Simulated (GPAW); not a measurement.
# Bi (Im-3m) in GPAW: settings compared

One crystal, Bi, is run at these levels: LDA, AM05, PBEsol, PBE, RPBE; tasks: optical spectrum.

All numbers are computed with GPAW 26.7.0; they aren't measurements. Logs are shortened: lines on timing, memory, paths and dates and some standing lists are left out, and cuts for length are marked. The log counts tension as positive stress, the text compression.

### 1 Starting point

It takes space group Im-3m (No. 229, cubic). Conventional cell: a = 3.963 Å, b = 3.963 Å, c = 3.963 Å, α = 90.00°, β = 90.00°, γ = 90.00°. Bi (site symmetry m-3m) has 8 Bi at 3.43 Å as nearest neighbours.

This isn't the form of Bi at room conditions, which is rhombohedral.

### 2 Optical spectrum, LDA

run.py

```python
from ase.dft.bandgap import bandgap
from ase.io import read, write
from gpaw import GPAW, PW
from gpaw.response.df import DielectricFunction

atoms = read('Bi.xyz')

calc = GPAW(mode=PW(450),
            xc='LDA',
            kpts={'size': (8, 8, 8), 'gamma': True},
            occupations={'name': 'fermi-dirac', 'width': 0.05},
            nbands=15,
            convergence={'density': 1e-06},
            maxiter=150,
            txt='gpaw.txt')
atoms.calc = calc
energy = atoms.get_potential_energy()
calc.write('gs.gpw')
write('result.traj', atoms)
print(f'Energy: {energy:.6f} eV')
print('Fermi level:', round(calc.get_fermi_level(), 4), 'eV')
print(f'Gap: {bandgap(calc)[0]:.4f} eV, direct: {bandgap(calc, direct=True)[0]:.4f} eV')

dense = calc.fixed_density(kpts={'size': (24, 24, 24), 'gamma': True},
                           nbands=24, convergence={'bands': 18, 'eigenstates': 1e-7},
                           update_fermi_level=True, txt='dense.txt')
dense.write('dense.gpw', mode='all')

df = DielectricFunction('dense.gpw', frequencies={'type': 'nonlinear', 'domega0': 0.05, 'omega2': 10},
                        eta=0.1, ecut=50, nbands=18, rate='eta', txt='df.txt')
for direction in ['x']:
    df.get_dielectric_function(xc='RPA', direction=direction, filename=f'df_{direction}.csv')
```

Bi.xyz

```xyz
1
Lattice="-1.9814305318 1.9814305318 1.9814305318 1.9814305318 -1.9814305318 1.9814305318 1.9814305318 1.9814305318 -1.9814305318" Properties=species:S:1:pos:R:3 pbc="T T T"
Bi     0.0000000000      0.0000000000      0.0000000000
```

Potentials or basis: the program's PAW data sets (release 1.2.1) made for this functional, pw.

The run is started by

```
$ OMP_NUM_THREADS=1 python run.py
```

gpaw.txt:

```text
__  _  _
 | _ |_)|_||  |
 |__||  | ||/\| - 26.7.0

Input parameters:
  mode=PW(ecut=450.00000000000006),
  convergence={'density': 1e-06},
  kpts=MonkhorstPack(size=(8, 8, 8), gamma=True),
  maxiter=150,
  nbands=15,
  occupations=Occupations(name='fermi-dirac', width=0.05),
  xc=XC(name='LDA')

Diagonalizing LCAO Hamiltonian
Converting LCAO to pw mode

       Bi

Atoms  # Å, Bohr magnetons
|   | symbol |        x |        y |        z |    initial magnetic moments |
|---|--------|----------|----------|----------|-----------------------------|
| 0 |     Bi | 0.000000 | 0.000000 | 0.000000 | ( 0.0000,  0.0000,  0.0000) |

Unit cell  # Å
| periodic |         x |         y |         z |  lengths |     angles |
|----------|-----------|-----------|-----------|----------|------------|
|      yes | -1.981431 |  1.981431 |  1.981431 | 3.431938 | 109.471221 |
|      yes |  1.981431 | -1.981431 |  1.981431 | 3.431938 | 109.471221 |
|      yes |  1.981431 |  1.981431 | -1.981431 | 3.431938 | 109.471221 |

Number of symmetries: 48
Symmetry operations  # r_c * U_cc + t_c -> r_c
|    | kind |            matrix            |
|----|------|------------------------------|
|  0 |  σ   |  1, 1, 1,  0, 0,-1,  0,-1, 0 |
|  1 |  C4  |  1, 1, 1,  0, 0,-1, -1, 0, 0 |
|  2 |  C2  |  1, 1, 1,  0,-1, 0,  0, 0,-1 |
|  3 |  S6  |  1, 1, 1,  0,-1, 0, -1, 0, 0 |
|  4 |  S6  |  1, 1, 1, -1, 0, 0,  0, 0,-1 |
|  5 |  C4  |  1, 1, 1, -1, 0, 0,  0,-1, 0 |
|  6 |  E   |  1, 0, 0,  0, 1, 0,  0, 0, 1 |
|  7 |  σ   |  1, 0, 0,  0, 1, 0, -1,-1,-1 |
|  8 |  σ   |  1, 0, 0,  0, 0, 1,  0, 1, 0 |
|  9 |  C3  |  1, 0, 0,  0, 0, 1, -1,-1,-1 |
| 10 |  C3  |  1, 0, 0, -1,-1,-1,  0, 1, 0 |
| 11 |  σ   |  1, 0, 0, -1,-1,-1,  0, 0, 1 |
| 12 |  σ   |  0, 1, 0,  1, 0, 0,  0, 0, 1 |
| 13 |  C2  |  0, 1, 0,  1, 0, 0, -1,-1,-1 |
| 14 |  C3  |  0, 1, 0,  0, 0, 1,  1, 0, 0 |
| 15 |  S4  |  0, 1, 0,  0, 0, 1, -1,-1,-1 |
| 16 |  S4  |  0, 1, 0, -1,-1,-1,  1, 0, 0 |
| 17 |  C3  |  0, 1, 0, -1,-1,-1,  0, 0, 1 |
| 18 |  C3  |  0, 0, 1,  1, 0, 0,  0, 1, 0 |
| 19 |  S4  |  0, 0, 1,  1, 0, 0, -1,-1,-1 |
| 20 |  σ   |  0, 0, 1,  0, 1, 0,  1, 0, 0 |
| 21 |  C3  |  0, 0, 1,  0, 1, 0, -1,-1,-1 |
| 22 |  C2  |  0, 0, 1, -1,-1,-1,  1, 0, 0 |
| 23 |  S4  |  0, 0, 1, -1,-1,-1,  0, 1, 0 |
| 24 |  C4  |  0, 0,-1,  1, 1, 1,  0,-1, 0 |
| 25 |  σ   |  0, 0,-1,  1, 1, 1, -1, 0, 0 |
| 26 |  S6  |  0, 0,-1,  0,-1, 0,  1, 1, 1 |
| 27 |  C2  |  0, 0,-1,  0,-1, 0, -1, 0, 0 |
| 28 |  C4  |  0, 0,-1, -1, 0, 0,  1, 1, 1 |
| 29 |  S6  |  0, 0,-1, -1, 0, 0,  0,-1, 0 |
| 30 |  S6  |  0,-1, 0,  1, 1, 1,  0, 0,-1 |
| 31 |  C4  |  0,-1, 0,  1, 1, 1, -1, 0, 0 |
| 32 |  C4  |  0,-1, 0,  0, 0,-1,  1, 1, 1 |
| 33 |  S6  |  0,-1, 0,  0, 0,-1, -1, 0, 0 |
| 34 |  σ   |  0,-1, 0, -1, 0, 0,  1, 1, 1 |
| 35 |  C2  |  0,-1, 0, -1, 0, 0,  0, 0,-1 |
| 36 |  C2  | -1, 0, 0,  1, 1, 1,  0, 0,-1 |
| 37 |  S6  | -1, 0, 0,  1, 1, 1,  0,-1, 0 |
| 38 |  S6  | -1, 0, 0,  0, 0,-1,  1, 1, 1 |
| 39 |  C2  | -1, 0, 0,  0, 0,-1,  0,-1, 0 |
| 40 |  C2  | -1, 0, 0,  0,-1, 0,  1, 1, 1 |
| 41 |  i   | -1, 0, 0,  0,-1, 0,  0, 0,-1 |
| 42 |  S4  | -1,-1,-1,  1, 0, 0,  0, 1, 0 |
| 43 |  C3  | -1,-1,-1,  1, 0, 0,  0, 0, 1 |
| 44 |  C3  | -1,-1,-1,  0, 1, 0,  1, 0, 0 |
| 45 |  σ   | -1,-1,-1,  0, 1, 0,  0, 0, 1 |
| 46 |  S4  | -1,-1,-1,  0, 0, 1,  1, 0, 0 |
| 47 |  C2  | -1,-1,-1,  0, 0, 1,  0, 1, 0 |

BZ-sampling:
  Number of BZ points: 512
  Number of IBZ points: 29

  Monkhorst-Pack size: [8, 8, 8]
  Monkhorst-Pack shift: [0.0625, 0.0625, 0.0625]

K-points  # in reciprocal-cell coordinates
|     |                                coordinates |     weight |
|-----|--------------------------------------------|------------|
|   0 | (  0.00000000,   0.00000000,   0.00000000) | 0.00195312 |
|   1 | (  0.12500000,   0.00000000,   0.00000000) | 0.02343750 |
|   2 | (  0.12500000,   0.12500000,  -0.12500000) | 0.01171875 |
|   3 | (  0.25000000,   0.00000000,  -0.12500000) | 0.04687500 |
|   4 | (  0.25000000,   0.00000000,   0.00000000) | 0.02343750 |
|   5 | (  0.25000000,   0.12500000,  -0.12500000) | 0.04687500 |
|   6 | (  0.25000000,   0.25000000,  -0.25000000) | 0.01171875 |
|   7 | (  0.25000000,   0.25000000,   0.25000000) | 0.00390625 |
|   8 | (  0.37500000,  -0.12500000,  -0.12500000) | 0.01562500 |
|   9 | (  0.37500000,   0.00000000,  -0.12500000) | 0.09375000 |
| ... |                                            |            |
|  28 | (  0.50000000,   0.50000000,   0.50000000) | 0.00195312 |

Plane wave coefficients: 691
Cutoff: 450.00000000000006 eV

Spin-components: 1 (collinear spins)
Bands:           15
Projectors:      6
Spin-degeneracy: 2
Datatype:        complex128

Parallelization:
  kpt:    1
  domain: 1
  band:   1

Density:
  Valence electrons: 15.0
  Components: 1
  Grid points: [18 18 18]
  Charge: 0.0  # |e|

Potential:
  Grid points: [18 18 18]

species:
  Bi:
    name:    Bismuth
    Z:       83.0
    valence: 15
    core:    68
    charge:  0.0  # [|e|]
    compensation charges:
      type: gauss
      rc: 0.38  # [Å]
      lmax: 2
    cutoffs:
      filter: 2.23  # [Å]
      core: 2.33  # [Å]
    projectors
    | kind |    occ | energy [eV] | rcut [Å] |
    |------|--------|-------------|----------|
    |   6s |  2.000 |     -14.665 |    1.286 |
    |   6p |  3.000 |      -4.777 |    1.275 |
    |   5d | 10.000 |     -27.225 |    1.349 |
    |    s |        |      12.546 |    1.286 |
    |    p |        |      22.434 |    1.275 |
    |    d |        |      -0.013 |    1.349 |

    Using partial waves for Bi as LCAO basis

Reference energy: -584538.347675  # eV

eigensolver:
  PPCG
  Converge bands: occupied
  niter=2

density mixing:
  MSR1-Mixer
  Pratt-step length: 0.05
  Maximum mixing coefficient: 0.75
  Old densities: 10
  SVD Regularization: 0.005
  Good broyden scale: 1.0
  Trust region scale: 1.0
  Backstep threshold: 4.0
  History deletion threshold: 6.0
  Fourier metric: weight=20.0, sigma=0.015

occupation numbers:
  Fermi-Dirac:
    width: 0.0500  # eV

poisson solver:
  ecut: 3600.0000000000005  # eV

xc functional:
  name: None

convergence criteria:
- Maximum integral of absolute [dens]ity change: 1e-06 electrons / valence electron
- Maximum [total energy] change in last 3 cyles: 0.0005 eV / valence electron
- Maximum integral of absolute [eigenst]ate change: 4e-08 eV^2 / valence electron
maximum number of iterations: 150

SCF iterations
|iter     | |      energy | eigst |  dens |
|---------|-|-------------|-------|-------|
|iter:   1| |   -5.246112 | -0.43 |       |
|iter:   2| |   -5.247607 | -2.92 | -1.78 |
|iter:   3| |   -5.246635c| -3.55 | -1.82 |
|iter:   4| |   -5.248215c| -4.02 | -2.22 |
|iter:   5| |   -5.248672c| -4.44 | -2.70 |
|iter:   6| |   -5.248685c| -6.04 | -3.51 |
|iter:   7| |   -5.248688c| -6.47 | -4.04 |
|iter:   8| |   -5.248689c| -7.64c| -5.12 |
|iter:   9| |   -5.248689c| -8.05c| -5.39 |
|iter:  10| |   -5.248689c| -8.37c| -5.91 |
|iter:  11| |   -5.248689c| -9.25c| -6.50c|

Converged in 11 steps
Energy contributions relative to reference atoms: (reference = -584538.347675)

Energy contributions:
  Kinetic:          13.326894
  Coulomb:         -12.279401
  Zero:             -1.392870
  External:          0.000000
  Xc:               -4.900057
  Entropy:          -0.006511
  Spinorbit:         0.000000
  ----------------------------
  Free energy:      -5.251944
  Extrapolated:     -5.248689

dipole moment: (-7.745592, -7.745592, -7.745592)  # |e|*Ang

Fermi level: 7.328
Eigenvalues  # (at kpt = [0.000, 0.000, 0.000])
| band index |      eig [eV] | occ [0-2] |
|------------|---------------|-----------|
|          0 |       -15.810 |     2.000 |
|          1 |       -15.810 |     2.000 |
|          2 |       -15.810 |     2.000 |
|          3 |       -15.680 |     2.000 |
|          4 |       -15.680 |     2.000 |
|          5 |        -6.182 |     2.000 |
|          6 |        12.310 |     0.000 |
|          7 |        12.310 |     0.000 |
|          8 |        12.310 |     0.000 |
|          9 |        16.566 |     0.000 |
|         10 |        17.951 |     0.000 |
|         11 |        17.951 |     0.000 |
|         12 |        17.951 |     0.000 |
|         13 |        19.018 |     0.000 |
|         14 |        19.018 |     0.000 |

No gap
No difference between direct/indirect transitions
# Writing to gs.gpw (mode='')
```

Run time: 3 min. Hardware: 1 thread of Intel Xeon Platinum 8259CL at 2.50GHz (Skylake/Cascade Lake), shared host; peak memory 0.41 GiB.

Results:

```
Free energy            : -5.2519 eV
Band gap on the k mesh : none (metal or under the smearing width)
```

Dielectric function (mean over the directions given):
```csv
energy (eV),real part,imaginary part
0.77,-147.55,65.48
1.43,-39.67,23.42
2.00,-23.90,15.67
2.66,-14.30,15.83
3.30,-15.03,9.75
3.89,-10.85,5.32
4.51,-6.91,3.07
5.16,-4.79,4.33
5.76,-5.02,3.08
6.39,-4.16,2.13
7.04,-3.27,1.35
7.63,-2.53,0.95
8.25,-2.12,0.74
8.89,-1.39,0.55
9.56,-1.07,0.47
10.16,-0.66,0.58
10.78,-0.42,0.69
11.41,-0.32,0.66
12.08,-0.29,0.71
12.65,-0.18,0.65
13.36,-0.11,0.75
13.97,-0.14,0.65
14.61,-0.15,0.53
15.26,-0.09,0.42
15.94,-0.02,0.33
16.64,0.09,0.25
17.36,0.18,0.20
18.12,0.24,0.16
18.90,0.35,0.10
19.87,0.47,0.09
```

Caveat: the intraband term hangs on this k mesh; the long-wavelength limit can be off by a per cent or two; independent-particle spectra lack excitons; spin-orbit coupling is left out, which moves the levels of the heavy elements.

### 3 Optical spectrum, AM05

Changes to run.py since step 2:

```diff
@@ -2,4 +2,6 @@
 from ase.io import read, write
-from gpaw import GPAW, PW
+from gpaw import GPAW, PW, setup_paths
 from gpaw.response.df import DielectricFunction
+
+setup_paths.insert(0, '.')
 
@@ -8,3 +10,3 @@
 calc = GPAW(mode=PW(450),
-            xc='LDA',
+            xc='AM05',
             kpts={'size': (8, 8, 8), 'gamma': True},
```

Bi.xyz is that of step 2.

Potentials or basis: PAW data sets generated in the run's folder for this functional, pw.

The run is started by

```
$ gpaw-setup -f AM05 Bi
$ OMP_NUM_THREADS=1 python run.py
```

gpaw.txt:

```text
__  _  _
 | _ |_)|_||  |
 |__||  | ||/\| - 26.7.0

Input parameters:
  mode=PW(ecut=450.00000000000006),
  convergence={'density': 1e-06},
  kpts=MonkhorstPack(size=(8, 8, 8), gamma=True),
  maxiter=150,
  nbands=15,
  occupations=Occupations(name='fermi-dirac', width=0.05),
  xc=XC(name='AM05')

Diagonalizing LCAO Hamiltonian
Converting LCAO to pw mode

       Bi

Atoms  # Å, Bohr magnetons
|   | symbol |        x |        y |        z |    initial magnetic moments |
|---|--------|----------|----------|----------|-----------------------------|
| 0 |     Bi | 0.000000 | 0.000000 | 0.000000 | ( 0.0000,  0.0000,  0.0000) |

Unit cell  # Å
| periodic |         x |         y |         z |  lengths |     angles |
|----------|-----------|-----------|-----------|----------|------------|
|      yes | -1.981431 |  1.981431 |  1.981431 | 3.431938 | 109.471221 |
|      yes |  1.981431 | -1.981431 |  1.981431 | 3.431938 | 109.471221 |
|      yes |  1.981431 |  1.981431 | -1.981431 | 3.431938 | 109.471221 |

Number of symmetries: 48
Symmetry operations  # r_c * U_cc + t_c -> r_c
|    | kind |            matrix            |
|----|------|------------------------------|
|  0 |  σ   |  1, 1, 1,  0, 0,-1,  0,-1, 0 |
|  1 |  C4  |  1, 1, 1,  0, 0,-1, -1, 0, 0 |
|  2 |  C2  |  1, 1, 1,  0,-1, 0,  0, 0,-1 |
|  3 |  S6  |  1, 1, 1,  0,-1, 0, -1, 0, 0 |
|  4 |  S6  |  1, 1, 1, -1, 0, 0,  0, 0,-1 |
|  5 |  C4  |  1, 1, 1, -1, 0, 0,  0,-1, 0 |
|  6 |  E   |  1, 0, 0,  0, 1, 0,  0, 0, 1 |
|  7 |  σ   |  1, 0, 0,  0, 1, 0, -1,-1,-1 |
|  8 |  σ   |  1, 0, 0,  0, 0, 1,  0, 1, 0 |
|  9 |  C3  |  1, 0, 0,  0, 0, 1, -1,-1,-1 |
[... 132 lines left out ...]
    width: 0.0500  # eV

poisson solver:
  ecut: 3600.0000000000005  # eV

xc functional:
  name: AM05 with 2 nearest neighbor stencil

convergence criteria:
- Maximum integral of absolute [dens]ity change: 1e-06 electrons / valence electron
- Maximum [total energy] change in last 3 cyles: 0.0005 eV / valence electron
- Maximum integral of absolute [eigenst]ate change: 4e-08 eV^2 / valence electron
maximum number of iterations: 150

SCF iterations
|iter     | |      energy | eigst |  dens |
|---------|-|-------------|-------|-------|
|iter:   1| |   -4.650967 | -0.48 |       |
|iter:   2| |   -4.652587 | -2.93 | -1.74 |
|iter:   3| |   -4.654164c| -3.41 | -1.77 |
|iter:   4| |   -4.655979c| -3.89 | -2.16 |
|iter:   5| |   -4.656298c| -4.50 | -2.64 |
|iter:   6| |   -4.656294c| -6.97 | -3.49 |
|iter:   7| |   -4.656294c| -7.42c| -3.99 |
|iter:   8| |   -4.656294c| -7.47c| -5.07 |
|iter:   9| |   -4.656294c| -7.64c| -5.56 |
|iter:  10| |   -4.656294c| -8.43c| -5.79 |
|iter:  11| |   -4.656294c| -9.16c| -6.24c|

Converged in 11 steps
Energy contributions relative to reference atoms: (reference = -584551.148703)

Energy contributions:
  Kinetic:          14.359396
  Coulomb:         -13.156895
  Zero:             -1.494646
  External:          0.000000
  Xc:               -4.360985
  Entropy:          -0.006328
  Spinorbit:         0.000000
  ----------------------------
  Free energy:      -4.659458
  Extrapolated:     -4.656294

dipole moment: (-7.718781, -7.718781, -7.718781)  # |e|*Ang

Fermi level: 7.551
Eigenvalues  # (at kpt = [0.000, 0.000, 0.000])
| band index |      eig [eV] | occ [0-2] |
|------------|---------------|-----------|
|          0 |       -15.703 |     2.000 |
|          1 |       -15.703 |     2.000 |
|          2 |       -15.703 |     2.000 |
|          3 |       -15.577 |     2.000 |
|          4 |       -15.577 |     2.000 |
|          5 |        -5.926 |     2.000 |
|          6 |        12.639 |     0.000 |
|          7 |        12.639 |     0.000 |
|          8 |        12.639 |     0.000 |
|          9 |        16.651 |     0.000 |
|         10 |        18.049 |     0.000 |
|         11 |        18.049 |     0.000 |
|         12 |        18.049 |     0.000 |
|         13 |        19.198 |     0.000 |
|         14 |        19.198 |     0.000 |

No gap
No difference between direct/indirect transitions
# Writing to gs.gpw (mode='')
```

Wall time 2.9 min (1 thread of Intel Xeon Platinum 8259CL at 2.50GHz (Skylake/Cascade Lake), shared host); peak memory 0.41 GiB.

What came out:

* Free energy: -4.6595 eV
* Band gap on the k mesh: none (metal or under the smearing width)

Dielectric function (mean over the directions given):
```
energy (eV)  real part  imaginary part
       0.88    -121.92           54.99
       1.54     -35.53           24.55
       2.18     -19.41           16.56
       2.79     -14.85           14.30
       3.43     -14.38            8.27
       4.03     -10.13            4.27
       4.65      -5.46            3.66
       5.31      -5.79            4.09
       5.91      -5.17            2.71
       6.55      -4.14            1.61
       7.12      -3.25            1.24
       7.81      -2.49            0.96
       8.43      -1.86            0.60
       9.08      -1.29            0.60
       9.66      -0.94            0.43
      10.26      -0.63            0.56
      10.88      -0.49            0.66
      11.52      -0.31            0.68
      12.19      -0.33            0.67
      12.77      -0.19            0.63
      13.48      -0.19            0.69
      14.10      -0.19            0.62
      14.73      -0.15            0.47
      15.39      -0.07            0.39
      16.08       0.00            0.30
      16.78       0.09            0.24
      17.51       0.19            0.19
      18.27       0.26            0.13
      19.06       0.37            0.09
      19.87       0.47            0.08
```

Caveat: the intraband term hangs on this k mesh; the long-wavelength limit can be off by a per cent or two; independent-particle spectra lack excitons; spin-orbit coupling is left out, which moves the levels of the heavy elements.

(Continued in part 2 of 3.)
